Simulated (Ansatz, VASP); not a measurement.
# Two plane-wave programs on MgO

```
Mg O
1.0
     0.00000    2.20400    2.20400
     2.20400    0.00000    2.20400
     2.20400    2.20400    0.00000
Mg O
1 1
Direct
  0.00000 0.00000 0.00000
  0.50000 0.50000 0.50000
```

Alike in both runs: task single point; functional PBE; k mesh 8 × 8 × 8; occupations gaussian, width 0.02 eV; no spin polarisation.

|  | VASP | Ansatz |
| --- | --- | --- |
| version | VASP 6.6.1 | Ansatz 0.2.0 |
| potentials or method | VASP PAW PBE potentials, release 64 (Mg, O) | PAW, plane waves, scalar-relativistic |
| plane-wave cutoff (eV) | 520 | 700 |
| valence electrons in the cell | 8 | 16 |

|  | VASP | Ansatz | Ansatz less VASP |
| --- | --- | --- | --- |
| pressure (GPa) | -13.5 | -12.8 | +0.72 |

With one functional, cell and mesh, what is left measures potentials, basis and numerics. The two sets of potentials don't hold the same shells in valence.
